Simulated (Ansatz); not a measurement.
Crystal: Ag.

```xyz
1
Lattice="-1.6557 1.6557 1.6557 1.6557 -1.6557 1.6557 1.6557 1.6557 -1.6557" Properties=species:S:1:pos:R:3 pbc="T T T"
Ag    0.0000    0.0000    0.0000
```

This isn't the form of Ag at room conditions, which is fcc.

Base run:

```yaml
Program: Ansatz 0.2.0
Functional: LDA
Potentials_or_basis: Ansatz PAW
Cutoff: 420 eV
Density_cutoff: 1680 eV
k_mesh: 11 × 11 × 11
Occupations: fermi-dirac, width 0.05 eV
Spin: no spin polarisation
```

Its results: band gap on the k mesh none (metal or under the smearing width); pressure -11.5 GPa.

The run is repeated on the same cell with these changes: functional from LDA to BLYP. What comes out?

Band gap on the k mesh none (metal or under the smearing width); pressure 5.6 GPa.

BLYP binds less tightly than LDA, so the same cell stands under more pressure.

Caveats: the PAW data sets come from PBE, with cores solved anew for the run's functional, which leaves a small shift of forces and pressure; the potentials were made for another functional, which shifts forces and pressure (some runs).

Not every run made on this cell is shown here.
